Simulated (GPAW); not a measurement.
# AlN (P6_3mc) in GPAW: a series of runs, part 3 of 3

GPAW 26.7.0. The steps go on from the part before.

**5. Energy-loss spectrum, BLYP**

File run.py:

```python
import numpy as np
from ase.dft.bandgap import bandgap
from ase.io import read, write
from gpaw import GPAW, PW, setup_paths
from gpaw.response.df import DielectricFunction

setup_paths.insert(0, '.')

atoms = read('AlN.cif')

calc = GPAW(mode=PW(600),
            xc='BLYP',
            kpts={'size': (8, 8, 5), 'gamma': True},
            occupations={'name': 'fermi-dirac', 'width': 0.001},
            nbands=18,
            convergence={'density': 1e-06},
            eigensolver={'name': 'davidson', 'niter': 2},
            maxiter=150,
            txt='gpaw.txt')
atoms.calc = calc
energy = atoms.get_potential_energy()
calc.write('gs.gpw')
write('result.traj', atoms)
print(f'Energy: {energy:.6f} eV')
print('Fermi level:', round(calc.get_fermi_level(), 4), 'eV')
print(f'Gap: {bandgap(calc)[0]:.4f} eV, direct: {bandgap(calc, direct=True)[0]:.4f} eV')

dense = calc.fixed_density(kpts={'size': (9, 9, 5), 'gamma': True},
                           nbands=126, convergence={'bands': 120},
                           update_fermi_level=True, txt='dense.txt')
dense.write('dense.gpw', mode='all')

df = DielectricFunction('dense.gpw', frequencies={'type': 'nonlinear', 'domega0': 0.1, 'omega2': 10},
                        eta=0.3, ecut=70, nbands=120, txt='df.txt')
for i, q_c in enumerate([[0.0, 0.0, 0.2], [0.0, 0.0, 0.4]]):
    eels0, eels = df.get_eels_spectrum(xc='RPA', q_c=q_c, filename=f'eels_{i}.csv')
    q = np.linalg.norm(2 * np.pi * np.array(q_c) @ atoms.cell.reciprocal())
    w = df.get_frequencies()
    print(f'|q| = {q:.4f} 1/A: loss peak at {w[eels[w < 45].argmax()]:.3f} eV (below 45 eV)')
```

File AlN.cif:

```cif
data_AlN
_cell_length_a 3.11300000
_cell_length_b 3.11300000
_cell_length_c 4.98100000
_cell_angle_alpha 90.00000000
_cell_angle_beta 90.00000000
_cell_angle_gamma 120.00000000
_space_group_name_H-M_alt 'P6_3mc'
_space_group_name_Hall 'P 6c -2c'
_space_group_IT_number 186
loop_
_space_group_symop_operation_xyz
'x,y,z'
'x-y,x,z+1/2'
'-y,x-y,z'
'-x,-y,z+1/2'
'-x+y,-x,z'
'y,-x+y,z+1/2'
'y,x,z+1/2'
'x,x-y,z'
'x-y,-y,z+1/2'
'-y,-x,z'
'-x,-x+y,z+1/2'
'-x+y,y,z'
loop_
_atom_site_label
_atom_site_type_symbol
_atom_site_symmetry_multiplicity
_atom_site_Wyckoff_symbol
_atom_site_fract_x
_atom_site_fract_y
_atom_site_fract_z
_atom_site_occupancy
Al1 Al 2 b 0.6666666667 0.3333333333 0.5000000000 1
N1 N 2 b 0.6666666667 0.3333333333 0.8800000000 1
```

Potentials or basis: PAW data sets generated in the run's folder for this functional, pw.

The run is started by

```sh
gpaw-setup -f BLYP Al N
OMP_NUM_THREADS=1 python run.py
```

gpaw.txt:

```text
__  _  _
 | _ |_)|_||  |
 |__||  | ||/\| - 26.7.0

Input parameters:
  mode=PW(ecut=600.0),
  convergence={'density': 1e-06},
  eigensolver=Davidson(niter=2),
  kpts=MonkhorstPack(size=(8, 8, 5), gamma=True),
  maxiter=150,
  nbands=18,
  occupations=Occupations(name='fermi-dirac', width=0.001),
  xc=XC(name='BLYP')

Diagonalizing LCAO Hamiltonian
Converting LCAO to pw mode

           N

           Al
        N

        Al

Atoms  # Å, Bohr magnetons
|   | symbol |        x |        y |        z |    initial magnetic moments |
|---|--------|----------|----------|----------|-----------------------------|
| 0 |     Al | 1.556500 | 0.898646 | 2.490500 | ( 0.0000,  0.0000,  0.0000) |
| 1 |     Al | 0.000000 | 1.797291 | 0.000000 | ( 0.0000,  0.0000,  0.0000) |
[... 149 lines left out ...]
|iter:   1| |  -32.229283 | -0.28 |       |
|iter:   2| |  -31.004164 | -1.76 | -0.52 |
|iter:   3| |  -27.450988 | -0.73 | -0.57 |
|iter:   4| |  -27.447646 | -2.31 | -1.21 |
|iter:   5| |  -27.456483 | -3.43 | -1.52 |
|iter:   6| |  -27.456556 | -4.71 | -2.68 |
|iter:   7| |  -27.456600c| -5.66 | -3.04 |
|iter:   8| |  -27.456600c| -7.19 | -3.98 |
|iter:   9| |  -27.456600c| -8.40c| -4.33 |
|iter:  10| |  -27.456600c| -9.13c| -4.76 |
|iter:  11| |  -27.456600c|-10.46c| -5.55 |
|iter:  12| |  -27.456600c|-11.75c| -6.22c|

Converged in 12 steps
Energy contributions relative to reference atoms: (reference = -16182.060368)

Energy contributions:
  Kinetic:          33.456179
  Coulomb:         -27.499377
  Zero:             -0.030957
  External:          0.000000
  Xc:              -33.382445
  Entropy:          -0.000000
  Spinorbit:         0.000000
  ----------------------------
  Free energy:     -27.456600
  Extrapolated:    -27.456600

dipole moment: (-0.000000, -0.000001, -6.928877)  # |e|*Ang

Fermi level: 6.755
Eigenvalues  # (at kpt = [0.000, 0.000, 0.000])
| band index |      eig [eV] | occ [0-2] |
|------------|---------------|-----------|
|          0 |        -8.550 |     2.000 |
|          1 |        -6.439 |     2.000 |
|          2 |         0.691 |     2.000 |
|          3 |         5.720 |     2.000 |
|          4 |         5.720 |     2.000 |
|          5 |         6.356 |     2.000 |
[... 8 lines left out ...]
|         14 |        19.788 |     0.000 |
|         15 |        19.788 |     0.000 |
|        ... |               |           |
|         17 |        21.819 |     0.000 |

Gap: 4.530 eV
Transition (v -> c):
  (s=0, k=0, n=7, [0.00, 0.00, 0.00]) -> (s=0, k=0, n=8, [0.00, 0.00, 0.00])
No difference between direct/indirect transitions
# Writing to gs.gpw (mode='')
```

stdout:

```text
Energy: -27.456600 eV
Fermi level: 6.7547 eV
Gap: 4.5298 eV, direct: 4.5298 eV
|q| = 0.2523 1/A: loss peak at 21.243 eV (below 45 eV)
|q| = 0.5046 1/A: loss peak at 23.082 eV (below 45 eV)
```

df.txt:

```text
NonLinearFrequencyDescriptor(from 0.000 to 120.050 eV, 202 points)
NonLinearFrequencyDescriptor(from 0.000 to 120.050 eV, 202 points)

Calculating chi0 body with:
    Ground state adapter containing:
    Number of spins: 1
    Number of kpoints: 405
    Number of irreducible kpoints: 50
    Number of completely occupied states: 8
    Number of partially occupied states: 8

    Linear response parametrization:
    q_c: [0.0, 0.0, 0.2]
    Number of frequency points: 202
    Planewave cutoff: 70.0
    Number of bands: 120
    Number of planewaves: 55
    Broadening (eta): 0.3

Integrating chi0 body.

Symmetries of q_c:
    Direct symmetries (Uq -> q): 6
    Indirect symmetries (TUq -> q): 0
In total 6 allowed symmetries.

Integral kind: spectral function

Finished calculating chi0

Calculating chi0 body with:
    Ground state adapter containing:
    Number of spins: 1
    Number of kpoints: 405
    Number of irreducible kpoints: 50
    Number of completely occupied states: 8
    Number of partially occupied states: 8

    Linear response parametrization:
    q_c: [0.0, 0.0, 0.4]
    Number of frequency points: 202
    Planewave cutoff: 70.0
    Number of bands: 120
    Number of planewaves: 54
    Broadening (eta): 0.3

Integrating chi0 body.

Symmetries of q_c:
    Direct symmetries (Uq -> q): 6
    Indirect symmetries (TUq -> q): 0
In total 6 allowed symmetries.

Integral kind: spectral function

Finished calculating chi0
```

It took 7.6 min on 1 thread of Intel Xeon 6975P-C (Granite Rapids), shared host; peak memory 0.46 GiB.

What came out:

| Item | Value |
| --- | --- |
| Free energy | -27.4566 eV |
| Band gap on the k mesh | 4.53 eV, direct |

Caveat: the highest transitions drop out of the frequency grid; an odd mesh through Γ misses points on the zone boundary, where band edges often lie.

**6. Optical spectrum by the Bethe-Salpeter equation, BLYP**

File run.py:

```python
import numpy as np
from ase.dft.bandgap import bandgap
from ase.io import read, write
from gpaw import GPAW, PW, setup_paths
from gpaw.response.bse import BSE

setup_paths.insert(0, '.')

atoms = read('AlN.cif')

calc = GPAW(mode=PW(600),
            xc='BLYP',
            kpts={'size': (8, 8, 5), 'gamma': True},
            occupations={'name': 'fermi-dirac', 'width': 0.001},
            nbands=18,
            convergence={'density': 1e-06},
            eigensolver={'name': 'davidson', 'niter': 2},
            maxiter=150,
            txt='gpaw.txt')
atoms.calc = calc
energy = atoms.get_potential_energy()
calc.write('gs.gpw')
write('result.traj', atoms)
print(f'Energy: {energy:.6f} eV')
print('Fermi level:', round(calc.get_fermi_level(), 4), 'eV')
print(f'Gap: {bandgap(calc)[0]:.4f} eV, direct: {bandgap(calc, direct=True)[0]:.4f} eV')

dense = calc.fixed_density(kpts={'size': (7, 7, 4), 'gamma': True},
                           nbands=94, convergence={'bands': 88},
                           update_fermi_level=True, txt='dense.txt')
dense.write('dense.gpw', mode='all')
gap = bandgap(dense, direct=True)[0]
print(f'Direct gap on the dense mesh: {gap:.4f} eV')

bse = BSE('dense.gpw',
          ecut=40,
          valence_bands=range(4, 8),
          conduction_bands=range(8, 12),
          nbands=88,
          mode='BSE',
          integrate_gamma='sphere',
          direction=0,
          txt='bse.txt',
          eshift=0.8)
bse.get_dielectric_function(w_w=np.linspace(0, 15, 301), eta=0.1, filename='bse.csv', write_eig='eig.dat')
_, energies, weights = np.loadtxt('eig.dat', unpack=True)
bright = energies[weights > 1e-3 * weights.max()]
print(f'Lowest exciton {energies.min():.4f} eV, lowest bright one {bright.min():.4f} eV')
```

AlN.cif is that of step 5.

Potentials or basis: PAW data sets generated in the run's folder for this functional, pw.

The run is started by

```sh
gpaw-setup -f BLYP Al N
OMP_NUM_THREADS=1 python run.py
```

gpaw.txt:

```text
__  _  _
 | _ |_)|_||  |
 |__||  | ||/\| - 26.7.0

Input parameters:
  mode=PW(ecut=600.0),
  convergence={'density': 1e-06},
  eigensolver=Davidson(niter=2),
  kpts=MonkhorstPack(size=(8, 8, 5), gamma=True),
  maxiter=150,
  nbands=18,
  occupations=Occupations(name='fermi-dirac', width=0.001),
  xc=XC(name='BLYP')

Diagonalizing LCAO Hamiltonian
Converting LCAO to pw mode

           N

           Al
        N

        Al

Atoms  # Å, Bohr magnetons
|   | symbol |        x |        y |        z |    initial magnetic moments |
|---|--------|----------|----------|----------|-----------------------------|
| 0 |     Al | 1.556500 | 0.898646 | 2.490500 | ( 0.0000,  0.0000,  0.0000) |
| 1 |     Al | 0.000000 | 1.797291 | 0.000000 | ( 0.0000,  0.0000,  0.0000) |
| 2 |      N | 1.556500 | 0.898646 | 4.383280 | ( 0.0000,  0.0000,  0.0000) |
| 3 |      N | 0.000000 | 1.797291 | 1.892780 | ( 0.0000,  0.0000,  0.0000) |

Unit cell  # Å
| periodic |         x |        y |        z |  lengths |     angles |
|----------|-----------|----------|----------|----------|------------|
|      yes |  3.113000 | 0.000000 | 0.000000 | 3.113000 |  90.000000 |
|      yes | -1.556500 | 2.695937 | 0.000000 | 3.113000 |  90.000000 |
|      yes |  0.000000 | 0.000000 | 4.981000 | 4.981000 | 120.000000 |

Number of symmetries: 6
Symmetry operations  # r_c * U_cc + t_c -> r_c
|   | kind |            matrix            |
|---|------|------------------------------|
| 0 |  σ   |  1, 1, 0,  0,-1, 0,  0, 0, 1 |
| 1 |  E   |  1, 0, 0,  0, 1, 0,  0, 0, 1 |
[... 108 lines left out ...]
  Good broyden scale: 1.0
  Trust region scale: 1.0
  Backstep threshold: 4.0
  History deletion threshold: 6.0
  Fourier metric: weight=20.0, sigma=0.015

occupation numbers:
  Fermi-Dirac:
    width: 0.0010  # eV

poisson solver:
  ecut: 4800.0  # eV

xc functional:
  name: BLYP with 2 nearest neighbor stencil

convergence criteria:
- Maximum integral of absolute [dens]ity change: 1e-06 electrons / valence electron
- Maximum [total energy] change in last 3 cyles: 0.0005 eV / valence electron
- Maximum integral of absolute [eigenst]ate change: 4e-08 eV^2 / valence electron
maximum number of iterations: 150

SCF iterations
|iter     | |      energy | eigst |  dens |
|---------|-|-------------|-------|-------|
|iter:   1| |  -32.229283 | -0.28 |       |
|iter:   2| |  -31.004164 | -1.76 | -0.52 |
|iter:   3| |  -27.450988 | -0.73 | -0.57 |
|iter:   4| |  -27.447646 | -2.31 | -1.21 |
|iter:   5| |  -27.456483 | -3.43 | -1.52 |
|iter:   6| |  -27.456556 | -4.71 | -2.68 |
|iter:   7| |  -27.456600c| -5.66 | -3.04 |
|iter:   8| |  -27.456600c| -7.19 | -3.98 |
|iter:   9| |  -27.456600c| -8.40c| -4.33 |
|iter:  10| |  -27.456600c| -9.13c| -4.76 |
|iter:  11| |  -27.456600c|-10.46c| -5.55 |
|iter:  12| |  -27.456600c|-11.75c| -6.22c|

Converged in 12 steps
Energy contributions relative to reference atoms: (reference = -16182.060368)

Energy contributions:
  Kinetic:          33.456179
  Coulomb:         -27.499377
  Zero:             -0.030957
  External:          0.000000
  Xc:              -33.382445
  Entropy:          -0.000000
  Spinorbit:         0.000000
  ----------------------------
  Free energy:     -27.456600
  Extrapolated:    -27.456600

dipole moment: (-0.000000, -0.000001, -6.928877)  # |e|*Ang

Fermi level: 6.755
Eigenvalues  # (at kpt = [0.000, 0.000, 0.000])
| band index |      eig [eV] | occ [0-2] |
|------------|---------------|-----------|
|          0 |        -8.550 |     2.000 |
|          1 |        -6.439 |     2.000 |
|          2 |         0.691 |     2.000 |
|          3 |         5.720 |     2.000 |
|          4 |         5.720 |     2.000 |
|          5 |         6.356 |     2.000 |
[... 8 lines left out ...]
|         14 |        19.788 |     0.000 |
|         15 |        19.788 |     0.000 |
|        ... |               |           |
|         17 |        21.819 |     0.000 |

Gap: 4.530 eV
Transition (v -> c):
  (s=0, k=0, n=7, [0.00, 0.00, 0.00]) -> (s=0, k=0, n=8, [0.00, 0.00, 0.00])
No difference between direct/indirect transitions
# Writing to gs.gpw (mode='')
```

stdout:

```text
Energy: -27.456600 eV
Fermi level: 6.7547 eV
Gap: 4.5298 eV, direct: 4.5298 eV
Direct gap on the dense mesh: 4.5298 eV
Lowest exciton 4.8711 eV, lowest bright one 5.0480 eV
```

chi0.txt:

```text
FrequencyDescriptor(from 0.000 to 0.000 eV, 1 points)
FrequencyDescriptor(from 0.000 to 0.000 eV, 1 points)

Calculating chi0 body with:
    Ground state adapter containing:
    Number of spins: 1
    Number of kpoints: 196
    Number of irreducible kpoints: 28
    Number of completely occupied states: 8
    Number of partially occupied states: 8
[... 11 lines left out ...]
Symmetries of q_c:
    Direct symmetries (Uq -> q): 6
    Indirect symmetries (TUq -> q): 6
In total 12 allowed symmetries.
[... 32 lines left out ...]
    Number of irreducible kpoints: 28
    Number of completely occupied states: 8
    Number of partially occupied states: 8
[... 16 lines left out ...]
Integral kind: response function

Finished calculating chi0

[... 25 further blocks of this kind ...]
Calculating chi0 body with:
    Ground state adapter containing:
    Number of spins: 1
    Number of kpoints: 196
    Number of irreducible kpoints: 28
    Number of completely occupied states: 8
    Number of partially occupied states: 8
[... 16 lines left out ...]
Integral kind: response function

Finished calculating chi0
```

Wall time 18 min (1 thread of Intel Xeon 6975P-C (Granite Rapids), shared host); peak memory 0.93 GiB.

What came out:

* Free energy: -27.4566 eV
* Band gap on the k mesh, mean-field level: 4.53 eV, direct
* Exciton binding energy: 0.46 eV

Lowest exciton energies (eV): 4.87, 5.05, 5.05, 5.68, 5.79, 5.93, 5.93, 5.97

Caveat: the band lists can cut through equal levels, which moves peak heights; on so coarse a mesh excitons come out too strongly bound; on this mesh the treatment of q = 0 moves the result by about a tenth of an eV; the long-wavelength limit can be off by a per cent or two; the static dielectric constant lacks the antiresonant part and is too small; spectra need much finer meshes, so this one isn't converged; an odd mesh through Γ misses points on the zone boundary, where band edges often lie.

**7. Overview**

| task | level | potentials or basis | k mesh | cutoff (eV) | smearing | maxiter | band path | band points | response ecut | eigensolver | grid spacing | other keys | mesh quality | gap on the mesh (eV) |
| --- | --- | --- | --- | --- | --- | --- | --- | --- | --- | --- | --- | --- | --- | --- |
| band structure | PBE | GPAW PAW data sets (gpaw-data 1.2.1), fd | 7 × 7 × 4 | - | fermi-dirac 0.05 eV | 150 | GMKGALHA,LM,KH | 80 | - | - | 0.16 Å | - | not flagged | 4.23 |
| dielectric tensor | BLYP | PAW data sets generated in the run's folder for this functional, pw | 8 × 8 × 5 | 600 | fermi-dirac 0.05 eV | 80 | - | - | 80 eV | davidson niter=2 | - | several, not listed | coarse | 4.53 |
| energy-loss spectrum | BLYP | PAW data sets generated in the run's folder for this functional, pw | 8 × 8 × 5 | 600 | fermi-dirac 0.001 eV | 150 | - | - | 70 eV | davidson niter=2 | - | - | not flagged | 4.53 |
| optical spectrum by the Bethe-Salpeter equation | BLYP | PAW data sets generated in the run's folder for this functional, pw | 8 × 8 × 5 | 600 | fermi-dirac 0.001 eV | 150 | - | - | 40 eV | davidson niter=2 | - | - | not flagged | - |

Alike in all rows: no spin polarisation; cell as given.

Caveats: some runs use coarse meshes; an odd mesh through Γ misses points on the zone boundary, where band edges often lie (some runs); the long-wavelength limit can be off by a per cent or two (some runs); the dielectric constant isn't converged in the k mesh (some runs); the highest transitions drop out of the frequency grid (some runs); the band lists can cut through equal levels, which moves peak heights (some runs); on so coarse a mesh excitons come out too strongly bound (some runs).

Total energies depend on the potentials used, so only differences within one code and one set of settings carry meaning.

**8. How close it comes**

Step 2. Against the measured gap of AlN, 6.034 eV (an exciton energy, a little under the gap; 10 K; quoted in “Self-assembly of well-separated AlN nanowires directly on sputtered metallic TiN films”, 2019, arxiv:1910.07391), the calculated 4.23 eV is off by -1.80 eV. 2 values of this kind are on record (6.034 to 6.0343 eV); this one was drawn at random. The value is that of PBE, without temperature or zero-point motion. Semilocal functionals fall short of measured gaps as a rule.

Step 5. The gap isn't set beside the deposited one, since this odd mesh misses points on the zone boundary.

Step 6. The gap isn't set beside the deposited one, since this odd mesh misses points on the zone boundary.
